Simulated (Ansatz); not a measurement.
## P (R-3) at 2 levels of theory

One geometry, relaxed with PBE; plane waves with PAW potentials in Ansatz, scalar-relativistic. No spin polarisation. Gaps are the least over mesh and band path; pressure is positive in compression, and isn't given for hybrids.

```
P
1.0
     4.66011    2.69052    1.58201
    -4.66011    2.69052    1.58201
     0.00000   -5.38103    1.58201
P
6
Direct
  0.46763 0.28489 0.98915
  0.98915 0.46763 0.28489
  0.28489 0.98915 0.46763
  0.53237 0.71511 0.01085
  0.01085 0.53237 0.71511
  0.71511 0.01085 0.53237
```

```tsv
level	cutoff (eV)	k mesh	gap (eV)	pressure (GPa)
PBE	420	12×12×12	0.57	0.0
```

Task: What comes out on the same cell with HSE06?

Result:
| level | cutoff (eV) | k mesh | gap (eV) | pressure (GPa) |
| --- | --- | --- | --- | --- |
| HSE06 | 420 | 6×6×6 | 1.17 | - |

The cell was found from a structure generator's guess, not taken from experiment.
